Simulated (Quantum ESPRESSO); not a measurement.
# TePt (R-3m) in Quantum ESPRESSO: settings compared

One crystal, TePt, is run at these levels: PBEsol, LDA; tasks: band structure.

All numbers are computed with Quantum ESPRESSO 7.5; they aren't measurements. Logs are shortened: lines on timing, memory, paths and dates and some standing lists are left out, and cuts for length are marked.

### 1 The crystal as given

The structure is trigonal, space group R-3m (No. 166). Conventional cell: a = 3.963 Å, b = 3.963 Å, c = 19.983 Å, α = 90.00°, β = 90.00°, γ = 120.00°. Around Pt (site symmetry 3m) lie 3 Te at 2.59 Å and 3 Pt at 2.72 Å. Te (site symmetry 3m) is surrounded by 3 Pt at 2.59 Å.

### 2 Band structure, PBEsol

File pw.in:

```
&CONTROL
  calculation = 'scf'
  prefix = 'pwscf'
  outdir = './tmp'
  pseudo_dir = './pseudo'
  tprnfor = .true.
  tstress = .true.
  disk_io = 'low'
/
&SYSTEM
  ibrav = 0
  celldm(1) = 8
  nat = 4
  ntyp = 2
  ecutwfc = 45
  ecutrho = 360
  nbnd = 31
  occupations = 'smearing'
  smearing = 'fd'
  degauss = 0.00367493
/
&ELECTRONS
  conv_thr = 8d-10
  electron_maxstep = 120
  mixing_beta = 0.5
/
ATOMIC_SPECIES
Pt   195.0840 pt_pbesol_v1.4.uspp.F.UPF
Te   127.6000 te_pbesol_v1.uspp.F.UPF
CELL_PARAMETERS alat
  0.4680771595442   0.2702444740694   1.5734411227369
 -0.4680771595442   0.2702444740694   1.5734411227369
  0.0000000000000  -0.5404889481388   1.5734411227369
ATOMIC_POSITIONS crystal
Pt     0.1296666667    0.1296666667    0.1296666667
Pt     0.8703333333    0.8703333333    0.8703333333
Te     0.4020000000    0.4020000000    0.4020000000
Te     0.5980000000    0.5980000000    0.5980000000
K_POINTS automatic
8 8 8 0 0 0
```

File bands.in:

```
&CONTROL
  calculation = 'bands'
  prefix = 'pwscf'
  outdir = './tmp'
  pseudo_dir = './pseudo'
  disk_io = 'low'
  verbosity = 'high'
/
&SYSTEM
  ibrav = 0
  celldm(1) = 8
  nat = 4
  ntyp = 2
  ecutwfc = 45
  ecutrho = 360
  nbnd = 31
  occupations = 'smearing'
  smearing = 'fd'
  degauss = 0.00367493
/
&ELECTRONS
  conv_thr = 1d-08
  electron_maxstep = 120
  mixing_beta = 0.5
  diago_full_acc = .true.
  startingwfc = 'random'
/
ATOMIC_SPECIES
Pt   195.0840 pt_pbesol_v1.4.uspp.F.UPF
Te   127.6000 te_pbesol_v1.uspp.F.UPF
CELL_PARAMETERS alat
  0.4680771595442   0.2702444740694   1.5734411227369
 -0.4680771595442   0.2702444740694   1.5734411227369
  0.0000000000000  -0.5404889481388   1.5734411227369
ATOMIC_POSITIONS crystal
Pt     0.1296666667    0.1296666667    0.1296666667
Pt     0.8703333333    0.8703333333    0.8703333333
Te     0.4020000000    0.4020000000    0.4020000000
Te     0.5980000000    0.5980000000    0.5980000000
K_POINTS crystal
60
 0.0000000000  0.0000000000  0.0000000000 1
 0.0625000000  0.0000000000  0.0000000000 1
 0.1250000000  0.0000000000  0.0000000000 1
 0.1875000000  0.0000000000  0.0000000000 1
 0.2500000000  0.0000000000  0.0000000000 1
 0.3125000000  0.0000000000  0.0000000000 1
 0.3750000000  0.0000000000  0.0000000000 1
 0.4375000000  0.0000000000  0.0000000000 1
 0.5000000000  0.0000000000  0.0000000000 1
 0.5000000000  0.0372665819 -0.0372665819 1
 0.5000000000  0.0745331637 -0.0745331637 1
 0.5000000000  0.1117997456 -0.1117997456 1
 0.5000000000  0.1490663274 -0.1490663274 1
 0.5000000000  0.1863329093 -0.1863329093 1
 0.8136670907  0.5000000000  0.1863329093 1
 0.7788151918  0.5000000000  0.2211848082 1
 0.7439632928  0.5000000000  0.2560367072 1
 0.7091113938  0.5000000000  0.2908886062 1
 0.6742594948  0.5000000000  0.3257405052 1
 0.6394075959  0.5000000000  0.3605924041 1
 0.6045556969  0.5000000000  0.3954443031 1
 0.5697037979  0.5000000000  0.4302962021 1
 0.5348518990  0.5000000000  0.4651481010 1
 0.5000000000  0.5000000000  0.5000000000 1
 0.3750000000  0.3750000000  0.3750000000 1
 0.2500000000  0.2500000000  0.2500000000 1
 0.1250000000  0.1250000000  0.1250000000 1
 0.0000000000  0.0000000000  0.0000000000 1
 0.0311969504  0.0000000000 -0.0311969504 1
 0.0623939008  0.0000000000 -0.0623939008 1
 0.0935908513  0.0000000000 -0.0935908513 1
 0.1247878017  0.0000000000 -0.1247878017 1
 0.1559847521  0.0000000000 -0.1559847521 1
 0.1871817025  0.0000000000 -0.1871817025 1
 0.2183786530  0.0000000000 -0.2183786530 1
 0.2495756034  0.0000000000 -0.2495756034 1
 0.2807725538  0.0000000000 -0.2807725538 1
 0.3119695042  0.0000000000 -0.3119695042 1
 0.3431664546  0.0000000000 -0.3431664546 1
 0.6568335454  0.3431664546  0.0000000000 1
 0.6254668363  0.3745331637  0.0000000000 1
 0.5941001272  0.4058998728  0.0000000000 1
 0.5627334181  0.4372665819  0.0000000000 1
 0.5313667091  0.4686332909  0.0000000000 1
 0.5000000000  0.5000000000  0.0000000000 1
 0.6568335454  0.6568335454  0.1863329093 1
 0.6411501908  0.6411501908  0.2176996184 1
 0.6254668363  0.6254668363  0.2490663274 1
 0.6097834818  0.6097834818  0.2804330365 1
 0.5941001272  0.5941001272  0.3117997456 1
 0.5784167727  0.5784167727  0.3431664546 1
 0.5627334181  0.5627334181  0.3745331637 1
 0.5470500636  0.5470500636  0.4058998728 1
 0.5313667091  0.5313667091  0.4372665819 1
 0.5156833545  0.5156833545  0.4686332909 1
 0.5000000000  0.5000000000  0.5000000000 1
 0.5000000000  0.0000000000  0.0000000000 1
 0.6045556969  0.1143888182  0.1143888182 1
 0.7091113938  0.2287776364  0.2287776364 1
 0.8136670907  0.3431664546  0.3431664546 1
```

Potentials or basis: GBRV 1.5 PBEsol.

On the command line:

```console
> OMP_NUM_THREADS=1 mpirun -n 2 pw.x -nk 2 -in pw.in > pw.out
> OMP_NUM_THREADS=1 mpirun -n 2 pw.x -nk 2 -in bands.in > bands.out
```

pw.out:

```text
This program is part of the open-source Quantum ESPRESSO suite
     for quantum simulation of materials; please cite
         "P. Giannozzi et al., J. Phys.:Condens. Matter 21 395502 (2009);
         "P. Giannozzi et al., J. Phys.:Condens. Matter 29 465901 (2017);
         "P. Giannozzi et al., J. Chem. Phys. 152 154105 (2020);
     in publications or presentations arising from this work. More details at

     Message from routine setup:
     using ibrav=0 with symmetry is DISCOURAGED, use correct ibrav instead

     K-points division:     npool     =       2
     Subspace diagonalization in iterative solution of the eigenvalue problem:
     a serial algorithm will be used

     G-vector sticks info
     --------------------
     sticks:   dense  smooth     PW     G-vecs:    dense   smooth      PW
     Sum        2743    1373    427                70571    24863    4411

     Using Slab Decomposition

     bravais-lattice index     =            0
     lattice parameter (alat)  =       8.0000  a.u.
     unit-cell volume          =     611.4289 (a.u.)^3
     number of atoms/cell      =            4
     number of atomic types    =            2
     number of electrons       =        44.00
     number of Kohn-Sham states=           31
     kinetic-energy cutoff     =      45.0000  Ry
     charge density cutoff     =     360.0000  Ry
     scf convergence threshold =      8.0E-10
     mixing beta               =       0.5000
     number of iterations used =            8  plain     mixing
     Exchange-correlation= SLA  PW   PSX  PSC
                           (   1   4  10   8   0   0   0)

     celldm(1)=   8.000000  celldm(2)=   0.000000  celldm(3)=   0.000000
     celldm(4)=   0.000000  celldm(5)=   0.000000  celldm(6)=   0.000000

     crystal axes: (cart. coord. in units of alat)
               a(1) = (   0.468077   0.270244   1.573441 )
               a(2) = (  -0.468077   0.270244   1.573441 )
               a(3) = (   0.000000  -0.540489   1.573441 )

     reciprocal axes: (cart. coord. in units 2 pi/alat)
               b(1) = (  1.068200  0.616726  0.211850 )
               b(2) = ( -1.068200  0.616726  0.211850 )
               b(3) = (  0.000000 -1.233451  0.211850 )

     PseudoPot. # 1 for Pt read from file:
     pt_pbesol_v1.4.uspp.F.UPF
     Pseudo is Ultrasoft + core correction, Zval = 16.0
     Generated by new atomic code, or converted to UPF format
     Using radial grid of  985 points,  6 beta functions with:
                l(1) =   0
                l(2) =   0
                l(3) =   1
                l(4) =   1
                l(5) =   2
                l(6) =   2
     Q(r) pseudized with  8 coefficients,  rinner =    1.300   1.300   1.300
                                                       1.300   1.300

     PseudoPot. # 2 for Te read from file:
     te_pbesol_v1.uspp.F.UPF
     Pseudo is Ultrasoft + core correction, Zval =  6.0
     Generated by new atomic code, or converted to UPF format
     Using radial grid of  891 points,  5 beta functions with:
                l(1) =   0
                l(2) =   0
                l(3) =   1
                l(4) =   1
                l(5) =   2
     Q(r) pseudized with  6 coefficients,  rinner =    1.800   1.800   1.800
                                                       1.800   1.800

     atomic species   valence    mass     pseudopotential
     Pt               16.00   195.08400     Pt( 1.00)
     Te                6.00   127.60000     Te( 1.00)

     12 Sym. Ops., with inversion, found

   Cartesian axes

     site n.     atom                  positions (alat units)
         1        Pt     tau(   1) = (  -0.0000000   0.0000000   0.6120686  )
         2        Pt     tau(   2) = (  -0.0000000   0.0000000   4.1082548  )
         3        Te     tau(   3) = (   0.0000000  -0.0000000   1.8975700  )
         4        Te     tau(   4) = (  -0.0000000   0.0000000   2.8227534  )

     number of k points=    65  Fermi-Dirac smearing, width (Ry)=  0.0037
                       cart. coord. in units 2pi/alat
        k(    1) = (   0.0000000   0.0000000   0.0000000), wk =   0.0039062
        k(    2) = (   0.0000000  -0.1541814   0.0264812), wk =   0.0234375
        k(    3) = (   0.0000000  -0.3083628   0.0529625), wk =   0.0234375
        k(    4) = (   0.0000000  -0.4625441   0.0794437), wk =   0.0234375
        k(    5) = (   0.0000000   0.6167255  -0.1059249), wk =   0.0117188
        k(    6) = (  -0.1335250  -0.0770907   0.0529625), wk =   0.0234375
[... 57 lines left out ...]
        k(   64) = (   0.9346750   0.3854535  -0.1059249), wk =   0.0234375
        k(   65) = (   0.0000000   0.0000000  -0.3177748), wk =   0.0039062

     Dense  grid:    70571 G-vectors     FFT dimensions: (  81,  81,  81)

     Smooth grid:    24863 G-vectors     FFT dimensions: (  60,  60,  60)

     Initial potential from superposition of free atoms

     starting charge      42.9996, renormalised to      44.0000

     negative rho (up, down):  3.712E-01 0.000E+00
     Starting wfcs are   32 randomized atomic wfcs

     Self-consistent Calculation

     iteration #  1     ecut=    45.00 Ry     beta= 0.50
     Davidson diagonalization with overlap
     ethr =  1.00E-02,  avg # of iterations =  6.1

     negative rho (up, down):  3.431E-01 0.000E+00

     total energy              =    -472.72824391 Ry
     estimated scf accuracy    <       2.96405460 Ry

     iteration #  2     ecut=    45.00 Ry     beta= 0.50
     Davidson diagonalization with overlap
     ethr =  6.74E-03,  avg # of iterations =  2.0

     negative rho (up, down):  3.484E-01 0.000E+00

     total energy              =    -473.21343558 Ry
     estimated scf accuracy    <       5.54177803 Ry
[... 64 lines left out ...]
     iteration # 10     ecut=    45.00 Ry     beta= 0.50
     Davidson diagonalization with overlap
     ethr =  1.08E-10,  avg # of iterations =  2.5

     negative rho (up, down):  3.454E-01 0.000E+00

     total energy              =    -474.05927449 Ry
     estimated scf accuracy    <          5.9E-09 Ry

     iteration # 11     ecut=    45.00 Ry     beta= 0.50
     Davidson diagonalization with overlap
     ethr =  1.35E-11,  avg # of iterations =  2.6

     negative rho (up, down):  3.454E-01 0.000E+00

     End of self-consistent calculation

          k = 0.0000 0.0000 0.0000 (  3081 PWs)   bands (ev):

   -40.7149 -40.7149 -40.5858 -40.5858 -40.5426 -40.4413  -1.2759   0.2691
     5.2835   6.5879   6.5879   7.2721   7.2721   7.7372   9.0456   9.0456
    10.1343  10.1343  10.3730  12.7906  12.7906  12.9762  13.3486  14.9790
    14.9790  16.6263  18.1730  18.4324  18.4324  20.2082  20.2943

          k = 0.0000-0.1542 0.0265 (  3101 PWs)   bands (ev):

   -40.7173 -40.7152 -40.6023 -40.5838 -40.5268 -40.4416  -1.1151   0.3258
     5.4442   6.6238   6.6624   7.0542   7.4769   7.7965   8.6767   8.8162
    10.1047  10.1606  10.4538  11.5279  12.7011  13.2154  13.8261  14.3357
    14.5529  17.3077  17.7312  18.3946  18.8816  19.3632  20.5082

          k = 0.0000-0.3084 0.0530 (  3106 PWs)   bands (ev):

   -40.7228 -40.7155 -40.6280 -40.5792 -40.5023 -40.4432  -0.6845   0.4833
     5.7241   6.2280   6.7635   7.2286   7.7908   8.0110   8.4018   8.6074
     9.8580  10.0170  10.2587  10.4996  11.5681  12.4263  13.3315  13.7913
    15.3733  16.5026  17.4375  18.8499  19.7550  20.1353  20.3750
[... 262 lines left out ...]
   -40.7336 -40.7078 -40.6596 -40.5723 -40.4723 -40.4510   0.3460   0.4194
     5.6217   6.3217   7.1036   7.1597   7.6414   7.9309   8.4438   9.0186
     9.3740   9.7326   9.8096  10.0556  10.4594  11.1191  11.8850  13.8242
    15.1872  16.3786  17.7379  18.3645  18.7682  20.8498  22.1464

          k = 0.6676 0.0771-0.1324 (  3125 PWs)   bands (ev):

   -40.7390 -40.6944 -40.6748 -40.5697 -40.4641 -40.4556   0.4107   0.6030
     6.0985   6.3461   6.7715   7.0226   7.3085   8.0418   8.5323   8.8458
     9.0176   9.4931   9.8019  10.2075  10.3677  11.4455  11.6031  13.2849
    15.4841  15.6747  18.6412  19.0984  20.0044  20.9670  21.3836

          k = 0.6676-0.0771-0.1059 (  3126 PWs)   bands (ev):

   -40.7390 -40.6944 -40.6748 -40.5697 -40.4641 -40.4556   0.3152   0.7175
     5.9255   6.1830   6.7399   7.1247   7.5072   8.1822   8.7889   8.7905
     9.3649   9.6074   9.6113  10.0672  10.6334  10.8367  10.9213  13.5511
    15.2357  16.9639  18.7104  18.8422  19.2301  21.3922  21.6410

          k = 0.5341 0.3084-0.1324 (  3115 PWs)   bands (ev):

   -40.7300 -40.7136 -40.6567 -40.5732 -40.4713 -40.4517   0.2876   0.4973
     5.4467   6.1066   7.0453   7.1402   8.0430   8.2150   8.6673   9.3061
     9.3386   9.6387   9.6599  10.2560  10.4650  10.5034  11.3468  14.4551
    15.4185  16.8246  17.2044  18.2847  18.3843  19.3226  23.0171

          k = 0.5341 0.1542-0.1059 (  3123 PWs)   bands (ev):

   -40.7336 -40.7078 -40.6596 -40.5723 -40.4723 -40.4510   0.1829   0.6009
     5.6356   6.1882   7.0160   7.2269   7.6318   8.1174   8.8637   9.0671
     9.1590   9.6321   9.8923   9.9727  10.3166  10.4476  12.3478  13.7697
    15.7170  16.7455  17.6755  18.0992  18.3792  21.0565  22.2286
[... 129 lines left out ...]
   -40.7220 -40.7146 -40.6216 -40.5803 -40.5087 -40.4425  -0.3768  -0.1860
     6.1643   6.5636   6.8123   7.1955   7.2959   7.8041   8.4799   9.2060
     9.7723   9.9079  10.5201  10.5570  11.3996  11.9965  13.7650  13.8958
    15.1630  16.9183  17.7806  18.8068  19.2781  19.8409  20.4485

          k = 0.0000 0.0000-0.3178 (  3098 PWs)   bands (ev):

   -40.7149 -40.7149 -40.5858 -40.5858 -40.5426 -40.4413  -0.6931  -0.5934
     6.6107   6.6107   6.6366   7.2146   7.2146   7.2473   9.0728   9.0728
    10.1484  10.1484  10.4139  10.5126  13.3433  13.3433  14.0445  14.0445
    15.6212  16.6139  16.8202  18.8657  18.8658  20.4154  20.4154

     the Fermi energy is    12.1103 ev

!    total energy              =    -474.05927449 Ry
     estimated scf accuracy    <          6.6E-10 Ry
     smearing contrib. (-TS)   =      -0.00126518 Ry
     internal energy E=F+TS    =    -474.05800931 Ry

     The total energy is F=E-TS. E is the sum of the following terms:
     one-electron contribution =    -220.20638998 Ry
     hartree contribution      =     135.20338768 Ry
     xc contribution           =    -142.15959547 Ry
     ewald contribution        =    -246.89541154 Ry

     convergence has been achieved in  11 iterations

     negative rho (up, down):  3.454E-01 0.000E+00

     Forces acting on atoms (cartesian axes, Ry/au):

     atom    1 type  1   force =    -0.00000000    0.00000000    0.01723824
     atom    2 type  1   force =     0.00000000   -0.00000000   -0.01723824
     atom    3 type  2   force =    -0.00000000    0.00000000   -0.01325727
     atom    4 type  2   force =     0.00000000   -0.00000000    0.01325727

     Total force =     0.030754     Total SCF correction =     0.000051

     Computing stress (Cartesian axis) and pressure

     negative rho (up, down):  3.454E-01 0.000E+00
          total   stress  (Ry/bohr**3)                   (kbar)     P=        8.50
   0.00008504  -0.00000000   0.00000000           12.51       -0.00        0.00
   0.00000000   0.00008504  -0.00000000            0.00       12.51       -0.00
  -0.00000000   0.00000000   0.00000317           -0.00        0.00        0.47

=------------------------------------------------------------------------------=
   JOB DONE.
=------------------------------------------------------------------------------=
```

Wall time 4.1 min (2 MPI ranks of Arm Neoverse V2, shared host); peak memory 0.5 GiB.

What came out:

```
Free energy            : -6449.9050 eV
Pressure               : 0.8 GPa
Largest force          : 0.443 eV/Å
Band gap on the k mesh : none (metal or under the smearing width)
```

Forces on the atoms (eV/Å):
```
Pt   0.000  0.000  0.443
Pt   0.000  0.000 -0.443
Te   0.000  0.000 -0.341
Te   0.000  0.000  0.341
```

Levels at the corners of the path, in eV from the Fermi level:
| point | band 18 | band 19 | band 20 | band 21 | band 22 | band 23 | band 24 | band 25 | band 26 | band 27 |
| --- | --- | --- | --- | --- | --- | --- | --- | --- | --- | --- |
| Γ | -1.98 | -1.74 | 0.68 | 0.68 | 0.87 | 1.24 | 2.87 | 2.87 | 4.52 | 6.06 |
| L | -2.52 | -2.47 | -1.94 | -1.87 | -1.06 | 0.31 | 1.35 | 1.96 | 3.76 | 4.78 |
| B1 | -2.36 | -2.34 | -2.01 | -1.26 | -1.26 | -0.37 | 1.13 | 3.35 | 3.39 | 7.01 |
| B | -2.36 | -2.34 | -2.01 | -1.26 | -1.26 | -0.37 | 1.13 | 3.35 | 3.39 | 7.01 |
| Z | -1.96 | -1.70 | -1.60 | 1.23 | 1.23 | 1.93 | 1.93 | 3.51 | 4.50 | 4.71 |
| Γ | -1.98 | -1.74 | 0.68 | 0.68 | 0.87 | 1.24 | 2.87 | 2.87 | 4.52 | 6.06 |
| X | -2.76 | -2.29 | -2.02 | -1.51 | -0.82 | -0.71 | 1.19 | 3.03 | 4.06 | 6.38 |
| Q | -2.76 | -2.29 | -2.02 | -1.51 | -0.82 | -0.71 | 1.19 | 3.03 | 4.06 | 6.38 |
| F | -2.49 | -2.47 | -1.81 | -1.73 | -1.33 | -1.16 | 2.54 | 3.83 | 4.72 | 5.46 |
| P1 | -2.48 | -2.31 | -1.81 | -1.57 | -1.50 | -0.83 | 2.26 | 2.81 | 4.72 | 4.99 |
| Z | -1.96 | -1.70 | -1.60 | 1.23 | 1.23 | 1.93 | 1.93 | 3.51 | 4.50 | 4.71 |
| L | -2.52 | -2.47 | -1.94 | -1.87 | -1.06 | 0.31 | 1.35 | 1.96 | 3.76 | 4.78 |
| P | -2.48 | -2.31 | -1.81 | -1.57 | -1.50 | -0.83 | 2.26 | 2.81 | 4.72 | 4.99 |

Caveat: spin-orbit coupling is left out, which moves the levels of the heavy elements.

### 3 Band structure, LDA

pw.in, as its differences from that of step 2:

```diff
@@ -27,4 +27,4 @@
 ATOMIC_SPECIES
-Pt   195.0840 pt_pbesol_v1.4.uspp.F.UPF
-Te   127.6000 te_pbesol_v1.uspp.F.UPF
+Pt   195.0840 pt_lda_v1.4.uspp.F.UPF
+Te   127.6000 te_lda_v1.uspp.F.UPF
 CELL_PARAMETERS alat
```

bands.in, as its differences from that of step 2:

```diff
@@ -28,4 +28,4 @@
 ATOMIC_SPECIES
-Pt   195.0840 pt_pbesol_v1.4.uspp.F.UPF
-Te   127.6000 te_pbesol_v1.uspp.F.UPF
+Pt   195.0840 pt_lda_v1.4.uspp.F.UPF
+Te   127.6000 te_lda_v1.uspp.F.UPF
 CELL_PARAMETERS alat
```

Potentials or basis: GBRV 1.5 LDA.

On the command line:

```console
> OMP_NUM_THREADS=1 mpirun -n 2 pw.x -nk 2 -in pw.in > pw.out
> OMP_NUM_THREADS=1 mpirun -n 2 pw.x -nk 2 -in bands.in > bands.out
```

Wall time 4.3 min (2 MPI ranks of Arm Neoverse V2, shared host); peak memory 0.5 GiB.

It converged, with:

```yaml
Free_energy: -6459.6420 eV
Pressure: -1.5 GPa
Largest_force: 0.476 eV/Å
Band_gap_on_the_k_mesh: none (metal or under the smearing width)
```

Forces in eV/Å, atoms in the order of the input:
```
Pt   0.000  0.000  0.476
Pt   0.000  0.000 -0.476
Te   0.000  0.000 -0.190
Te   0.000  0.000  0.190
```

Stress tensor (GPa, compression positive):
```
-1.35  0.00  0.00
 0.00 -1.35  0.00
 0.00  0.00 -1.87
```

Levels at the corners of the path, in eV from the Fermi level:
| point | band 18 | band 19 | band 20 | band 21 | band 22 | band 23 | band 24 | band 25 | band 26 | band 27 |
| --- | --- | --- | --- | --- | --- | --- | --- | --- | --- | --- |
| Γ | -1.96 | -1.73 | 0.67 | 0.67 | 0.84 | 1.20 | 2.85 | 2.85 | 4.53 | 6.12 |
| L | -2.51 | -2.46 | -1.93 | -1.85 | -1.05 | 0.31 | 1.35 | 1.96 | 3.73 | 4.82 |
| B1 | -2.35 | -2.32 | -1.99 | -1.25 | -1.25 | -0.36 | 1.12 | 3.35 | 3.39 | 7.05 |
| B | -2.35 | -2.32 | -1.99 | -1.25 | -1.25 | -0.36 | 1.12 | 3.35 | 3.39 | 7.05 |
| Z | -1.94 | -1.70 | -1.59 | 1.22 | 1.22 | 1.93 | 1.93 | 3.47 | 4.47 | 4.77 |
| Γ | -1.96 | -1.73 | 0.67 | 0.67 | 0.84 | 1.20 | 2.85 | 2.85 | 4.53 | 6.12 |
| X | -2.74 | -2.27 | -2.01 | -1.49 | -0.80 | -0.70 | 1.18 | 3.04 | 4.05 | 6.42 |
| Q | -2.74 | -2.27 | -2.01 | -1.49 | -0.80 | -0.70 | 1.18 | 3.04 | 4.05 | 6.42 |
| F | -2.47 | -2.46 | -1.81 | -1.72 | -1.31 | -1.16 | 2.52 | 3.81 | 4.74 | 5.49 |
| P1 | -2.47 | -2.30 | -1.80 | -1.56 | -1.49 | -0.83 | 2.25 | 2.81 | 4.72 | 5.02 |
| Z | -1.94 | -1.70 | -1.59 | 1.22 | 1.22 | 1.93 | 1.93 | 3.47 | 4.47 | 4.77 |
| L | -2.51 | -2.46 | -1.93 | -1.85 | -1.05 | 0.31 | 1.35 | 1.96 | 3.73 | 4.82 |
| P | -2.47 | -2.30 | -1.80 | -1.56 | -1.49 | -0.83 | 2.25 | 2.81 | 4.72 | 5.02 |

Caveat: spin-orbit coupling is left out, which moves the levels of the heavy elements.
